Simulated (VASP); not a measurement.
# Si (P6_3/mmc) in VASP: notebook

Runs on Si. Level: LDA. Tasks: relaxation of shape and atoms at fixed volume.

Everything below comes from runs of VASP 6.6.1. Logs are shortened: lines on timing, memory, paths and dates and some standing lists are left out, and cuts for length are marked.

## 1. The crystal as given

The structure is hexagonal, space group P6_3/mmc (No. 194). Conventional cell: a = 2.658 Å, b = 2.658 Å, c = 4.507 Å, α = 90.00°, β = 90.00°, γ = 120.00°. Si (site symmetry -6m2) is surrounded by 12 Si at 2.66 to 2.73 Å.

This isn't the form of Si at room conditions, which is diamond.

## 2. Relaxation of shape and atoms at fixed volume, LDA (a relaxed cell with its volume scaled by 0.98)

Input file INCAR:

```
SYSTEM = Si
PREC = Accurate
ENCUT = 600
EDIFF = 1E-7
ISMEAR = 1
SIGMA = 0.1
LREAL = .False.
LASPH = .True.
NELM = 80
ALGO = Normal
ISIF = 4
LWAVE = .False.
LCHARG = .False.
GGA = CA
IBRION = 2
NSW = 40
EDIFFG = -0.01
```

Input file KPOINTS:

```
regular mesh
0
Gamma
  18 18 8
  0 0 0
```

Input file POSCAR:

```
Si                                      
1.0
    2.6404270754      0.0000000000      0.0000000000
   -1.3202135378      2.2866769241      0.0000000000
    0.0000000000      0.0000000000      4.4769596238
  Si            
     2
Direct
     0.3333333300000021    0.6666666699999979    0.2500000000000000
     0.6666666699999979    0.3333333300000021    0.7500000000000000
```

Potentials or basis: VASP PAW LDA potentials, release 64 (Si).

Started as:

```sh
$ cat potpaw_LDA.64/Si/POTCAR > POTCAR
$ mpirun -np 1 vasp_std > vasp.out
```

OUTCAR:

```text
SYSTEM = Si
   PREC = Accurate
   ENCUT = 600
   EDIFF = 1E-7
   ISMEAR = 1
   LREAL = .False.
   LASPH = .True.
   NELM = 80
   ISIF = 4
   GGA = CA
   IBRION = 2
   NSW = 40
   EDIFFG = -0.01

 ion  position               nearest neighbor table
   1  0.333  0.667  0.250-   2 2.71   2 2.71   2 2.71   2 2.71   2 2.71   2 2.71
   2  0.667  0.333  0.750-   1 2.71   1 2.71   1 2.71   1 2.71   1 2.71   1 2.71

  LATTYP: Found a hexagonal cell.
 ALAT       =     2.6404270754
 C/A-ratio  =     1.6955437495

  Lattice vectors:

 A1 = (   2.6404270754,   0.0000000000,   0.0000000000)
 A2 = (  -1.3202135378,   2.2866769241,   0.0000000000)
 A3 = (   0.0000000000,   0.0000000000,   4.4769596238)

Analysis of symmetry for initial positions (statically):
=====================================================================
 Subroutine PRICEL returns:
 Original cell was already a primitive cell.

 Routine SETGRP: Setting up the symmetry group for a
 hexagonal supercell.

 Subroutine GETGRP returns: Found 24 space group operations
 (whereof 12 operations were pure point group operations)
 out of a pool of 24 trial point group operations.

The static configuration has the point symmetry D_3d.
 The point group associated with its full space group is D_6h.

Analysis of symmetry for dynamics (positions and initial velocities):
=====================================================================
 Subroutine PRICEL returns:
 Original cell was already a primitive cell.

 Routine SETGRP: Setting up the symmetry group for a
 hexagonal supercell.

 Subroutine GETGRP returns: Found 24 space group operations
 (whereof 12 operations were pure point group operations)
 out of a pool of 24 trial point group operations.

The dynamic configuration has the point symmetry D_3d.
 The point group associated with its full space group is D_6h.

 Subroutine INISYM returns: Found 24 space group operations
 (whereof 12 operations are pure point group operations),
 and found     1 'primitive' translations

----------------------------------------------------------------------------------------

                                     Primitive cell

  volume of cell :      27.0310

  direct lattice vectors                    reciprocal lattice vectors
     2.640427075  0.000000000  0.000000000     0.378726612  0.218657911  0.000000000
    -1.320213538  2.286676924  0.000000000     0.000000000  0.437315823  0.000000000
     0.000000000  0.000000000  4.476959624     0.000000000  0.000000000  0.223365874

  length of vectors
     2.640427075  2.640427075  4.476959624     0.437315823  0.437315823  0.223365874

  position of ions in fractional coordinates (direct lattice)
     0.333333330  0.666666670  0.250000000
     0.666666670  0.333333330  0.750000000

  ion indices of the primitive-cell ions
   primitive index   ion index
                 1           1
                 2           2

----------------------------------------------------------------------------------------

 KPOINTS: regular mesh

Automatic generation of k-mesh.
 Grid dimensions read from file:
 generate k-points for:   18   18    8

 Generating k-lattice:

  Cartesian coordinates                     Fractional coordinates (reciprocal lattice)
     0.021040367  0.012147662  0.000000000     0.055555556 -0.000000000  0.000000000
     0.000000000  0.024295323  0.000000000     0.000000000  0.055555556  0.000000000
     0.000000000  0.000000000  0.027920734     0.000000000  0.000000000  0.125000000

  Length of vectors
     0.024295323  0.024295323  0.027920734

  Shift w.r.t. Gamma in fractional coordinates (k-lattice)
     0.000000000  0.000000000  0.000000000

 Subroutine IBZKPT returns following result:
 ===========================================

 Found    185 irreducible k-points:

 Following reciprocal coordinates:
            Coordinates               Weight
  0.000000  0.000000  0.000000      1.000000
  0.055556 -0.000000  0.000000      6.000000
  0.111111 -0.000000  0.000000      6.000000
  0.166667  0.000000  0.000000      6.000000
  0.222222  0.000000  0.000000      6.000000
  0.277778 -0.000000  0.000000      6.000000
[... 16 lines left out ...]
  0.333333  0.111111  0.000000     12.000000
  0.388889  0.111111  0.000000     12.000000
 [... further k-points ...]
   k-points           NKPTS =    185   k-points in BZ     NKDIM =    185   number of bands    NBANDS=      8
   number of dos      NEDOS =    301   number of ions     NIONS =      2
   total plane-waves  NPLWV =  20736
   dimension x,y,z NGX =    24 NGY =   24 NGZ =   36
   dimension x,y,z NGXF=    48 NGYF=   48 NGZF=   72
   ions per type =               2
   NGX,Y,Z   is equivalent  to a cutoff of  15.11, 15.11, 13.37 a.u.
   NGXF,Y,Z  is equivalent  to a cutoff of  30.22, 30.22, 26.74 a.u.
 SYSTEM =  Si
   PREC   = accura    normal or accurate (medium, high low for compatibility)
   ISTART =      0    job   : 0-new  1-cont  2-samecut
   ICHARG =      2    charge: 1-file 2-atom 10-const
   ISPIN  =      1    spin polarized calculation?
   LNONCOLLINEAR =      F non collinear calculations
   LSORBIT =      F    spin-orbit coupling
   LASPH  =      T    aspherical Exc in radial PAW
   ENCUT  =  600.0 eV  44.10 Ry    6.64 a.u.   5.27  5.27  8.94*2*pi/ulx,y,z
   NELM   =     80;   NELMIN=  2; NELMDL= -5     # of ELM steps
   EDIFF  = 0.1E-06   stopping-criterion for ELM
   LREAL  =      F    real-space projection
   EDIFFG = -.1E-01   stopping-criterion for IOM
   NSW    =     40    number of steps for IOM
   IBRION =      2    ionic relax: 0-MD 1-quasi-New 2-CG
   NFREE  =      1    steps in history (QN), initial steepest desc. (CG)
   ISIF   =      4    stress and relaxation
   ISYM   =      2    0-nonsym 1-usesym 2-fastsym
   POTIM  = 0.5000    time-step for ionic-motion
   TEBEG  =    0.0;   TEEND  =   0.0 temperature during run
   PSTRESS=    0.0 pullay stress
   NELECT =       8.0000    total number of electrons
   NUPDOWN=      -1.0000    fix difference up-down
   EMIN   =  10.00;   EMAX   =-10.00  energy-range for DOS
   EFERMI =   0.00;   METHOD = LEGACY
   ISMEAR =     1;   SIGMA  =   0.10  broadening in eV -4-tet -1-fermi 0-gaus
   EFERMI_NEDOS =   21; number of points for ismear=-14 and -15
   IALGO  =     38    algorithm
   IMIX   =      4    mixing-type and parameters
     AMIX     =   0.40;   BMIX     =  1.00
     AMIX_MAG =   1.60;   BMIX_MAG =  1.00
  volume/ion in A,a.u.               =      13.52        91.21
  Fermi-wavevector in a.u.,A,eV,Ry     =   1.090982  2.061656 16.194211  1.190241
  Thomas-Fermi vector in A             =   2.227217
   LORBIT       =      0    0 simple, 1 ext, 2 COOP (PROOUT), +10 PAW based schemes
   GGA     = CA    functional components
   LHFCALC =     F    Hartree Fock is set to
   AEXX    =    0.0000 exact exchange contribution
   IVDW    =     0    specifies the selected vdW correction
   LEPSILON=     F    determine dielectric tensor
   LRPA    =     F    only Hartree local field effects (RPA)
 conjugate gradient relaxation of ions
 non-spin polarized calculation
 Methfessel and Paxton  Order N= 1 SIGMA  =   0.10
  energy-cutoff  :      600.00
  volume of cell :       27.03
 maximum number of plane-waves:       916
 NGX is ok and might be reduce to    24
   NGX = 11   NGY = 11   NGZ = 17

 number of electron       8.0000000 magnetization

 Free energy of the ion-electron system (eV)
  ---------------------------------------------------
  ext. energy  EPLUGINS =         0.00000000
  ---------------------------------------------------
  free energy    TOTEN  =       -11.08301579 eV

  energy without entropy =      -11.08300200  energy(sigma->0) =      -11.08301119

 E-fermi :  11.0797     XC(G=0): -11.5411

 val. band max:       11.0688317647   @ k =   0.3889   0.1111   0.0000
 cond. band min:      11.1090157213   @ k =   0.2222   0.1667   0.1250
 fundamental gap:      0.0401839566
 Fermi energy:        11.0797060579

 k-point     1 :       0.0000    0.0000    0.0000
  band No.  band energies     occupation
      1      -3.9806      2.00000
      2       2.7228      2.00000
      3       3.5474      2.00000
      4      20.2825      0.00000
      5      20.2825      0.00000
      6      21.5274      0.00000
      7      21.5274      0.00000
      8      22.0351      0.00000

 k-point     2 :       0.0556   -0.0000    0.0000
  band No.  band energies     occupation
      1      -3.8950      2.00000
      2       2.8071      2.00000
      3       3.6281      2.00000
      4      18.8977      0.00000
      5      19.5267      0.00000
      6      21.1486      0.00000
      7      21.9753      0.00000
      8      22.3546      0.00000

 k-point     3 :       0.1111   -0.0000    0.0000
  band No.  band energies     occupation
      1      -3.6385      2.00000
      2       3.0593      2.00000
      3       3.8703      2.00000
      4      16.6710      0.00000
      5      18.4900      0.00000
      6      20.4501      0.00000
      7      21.7653      0.00000
      8      22.1474      0.00000

 k-point     4 :       0.1667    0.0000    0.0000
  band No.  band energies     occupation
      1      -3.2118      2.00000
      2       3.4782      2.00000
      3       4.2734      2.00000
      4      14.3780      0.00000
      5      17.5524      0.00000
      6      19.6514      0.00000
      7      20.1493      0.00000
      8      20.8105      0.00000

 k-point     5 :       0.2222    0.0000    0.0000
  band No.  band energies     occupation
      1      -2.6159      2.00000
      2       4.0612      2.00000
      3       4.8367      2.00000
      4      12.1478     -0.00000
      5      16.7493      0.00000
      6      18.0743      0.00000
      7      18.9680      0.00000
      8      19.0550      0.00000
[... 177 lines left out ...]
 k-point    22 :       0.2778    0.1111    0.0000
  band No.  band energies     occupation
      1      -0.6720      2.00000
      2       5.9353      2.00000
      3       6.6743      2.00000
      4       8.2824      2.00000
      5      12.5244     -0.00000
      6      14.5229      0.00000
      7      15.3674      0.00000
      8      18.3861      0.00000

 k-point    23 :       0.3333    0.1111    0.0000
  band No.  band energies     occupation
      1       0.4162      2.00000
      2       6.2891      2.00000
      3       7.1287      2.00000
      4       7.6937      2.00000
      5      12.0759     -0.00000
      6      12.8424     -0.00000
      7      13.6314      0.00000
      8      18.0382      0.00000

 k-point    24 :       0.3889    0.1111    0.0000
  band No.  band energies     occupation
      1       1.6571      2.00000
      2       4.6674      2.00000
      3       8.2431      2.00000
      4       8.8131      2.00000
      5      11.0688      1.18285
      6      12.0058     -0.00000
      7      12.0698     -0.00000
      8      17.8281      0.00000

 [... further k-points ...]

------------------------ aborting loop because EDIFF is reached ----------------------------------------

  FORCE on cell =-STRESS in cart. coord.  units (eV):
  Direction    XX          YY          ZZ          XY          YZ          ZX
  --------------------------------------------------------------------------------------
  -------------------------------------------------------------------------------------
  Total        0.3403236      0.3403236      0.3611681     -0.0000000      0.0000000      0.0000000
  in kB       20.1716066     20.1716066     21.4070976     -0.0000000      0.0000000      0.0000000
  external PRESSURE =      20.5834369 kB  Pullay stress =       0.0000000 kB

 VOLUME and BASIS-vectors are now :
 -----------------------------------------------------------------------------
  energy-cutoff  :      600.00
  volume of cell :       27.03
      direct lattice vectors                 reciprocal lattice vectors
     2.640427075  0.000000000  0.000000000     0.378726612  0.218657911  0.000000000
    -1.320213538  2.286676924  0.000000000     0.000000000  0.437315823  0.000000000
     0.000000000  0.000000000  4.476959624     0.000000000  0.000000000  0.223365874

 POSITION                                       TOTAL-FORCE (eV/Angst)
 -----------------------------------------------------------------------------------
     -0.00000      1.52445      1.11924         0.000000     -0.000000      0.000000
      1.32021      0.76223      3.35772        -0.000000      0.000000      0.000000
 -----------------------------------------------------------------------------------
    total drift:                               -0.000000      0.000000     -0.000000

  FREE ENERGIE OF THE ION-ELECTRON SYSTEM (eV)
  ---------------------------------------------------
  free  energy   TOTEN  =       -11.0830157851 eV

  energy  without entropy=      -11.0830020028  energy(sigma->0) =      -11.08301119

 reached required accuracy - stopping structural energy minimisation
```

Run time: 17 s. Hardware: 1 thread of Intel Xeon Platinum 8488C (Sapphire Rapids), shared host; peak memory 0.15 GiB.

Results:

- Free energy: -11.0830 eV
- Pressure after relaxing: 2.1 GPa
- Band gap on the k mesh: none (metal or under the smearing width)

Final structure:
```xyz
2
Lattice="2.6404 0.0000 0.0000 -1.3202 2.2867 0.0000 0.0000 0.0000 4.4770" Properties=species:S:1:pos:R:3 pbc="T T T"
Si    0.0000    1.5245    1.1192
Si    1.3202    0.7622    3.3577
```

Levels at points of the mesh, in eV from the Fermi level:
```csv
k point,band 1,band 2,band 3,band 4,band 5,band 6,band 7,band 8
"(0.00, 0.00, 0.00)",-15.06,-8.36,-7.53,9.20,9.20,10.45,10.45,10.96
"(0.50, 0.00, 0.00)",-8.50,-7.97,-1.95,-1.71,-1.44,-0.16,3.83,6.02
"(0.00, 0.00, 0.50)",-13.26,-13.26,0.58,0.58,10.59,10.59,10.59,10.59
"(0.50, 0.00, 0.50)",-6.79,-6.79,-6.20,-6.20,5.37,5.37,5.92,5.92
```

Caveat: the relaxation stopped at its first step, so nothing moved.

## 3. Relaxation of shape and atoms at fixed volume, LDA

INCAR is that of step 2.

KPOINTS is that of step 2.

Input file POSCAR:

```
Si                                      
1.0
    2.6582683401      0.0000000000      0.0000000000
   -1.3291341701      2.3021279126      0.0000000000
    0.0000000000      0.0000000000      4.5072102686
  Si            
     2
Direct
     0.3333333300000021    0.6666666699999979    0.2500000000000000
     0.6666666699999979    0.3333333300000021    0.7500000000000000
```

Potentials or basis: VASP PAW LDA potentials, release 64 (Si).

Started as:

```sh
$ cat potpaw_LDA.64/Si/POTCAR > POTCAR
$ mpirun -np 1 vasp_std > vasp.out
```

Run time: 18 s. Hardware: 1 thread of Intel Xeon Platinum 8488C (Sapphire Rapids), shared host; peak memory 0.15 GiB.

Results (log left out):

| Item | Value |
| --- | --- |
| Free energy | -11.0865 eV |
| Pressure after relaxing | 0.0 GPa |
| Band gap on the k mesh | none (metal or under the smearing width) |

Final structure:
```xyz
2
Lattice="2.6583 0.0000 0.0000 -1.3291 2.3021 0.0000 0.0000 0.0000 4.5072" Properties=species:S:1:pos:R:3 pbc="T T T"
Si    0.0000    1.5348    1.1268
Si    1.3291    0.7674    3.3804
```

Levels at points of the mesh, in eV from the Fermi level:
```csv
k point,band 1,band 2,band 3,band 4,band 5,band 6,band 7,band 8
"(0.00, 0.00, 0.00)",-14.87,-8.29,-7.40,9.03,9.03,10.32,10.32,10.68
"(0.50, 0.00, 0.00)",-8.42,-7.85,-1.95,-1.67,-1.50,-0.10,3.76,5.96
"(0.00, 0.00, 0.50)",-13.10,-13.10,0.57,0.57,10.37,10.37,10.37,10.37
"(0.50, 0.00, 0.50)",-6.71,-6.71,-6.12,-6.12,5.28,5.28,5.79,5.79
```

Caveat: the relaxation stopped at its first step, so nothing moved.
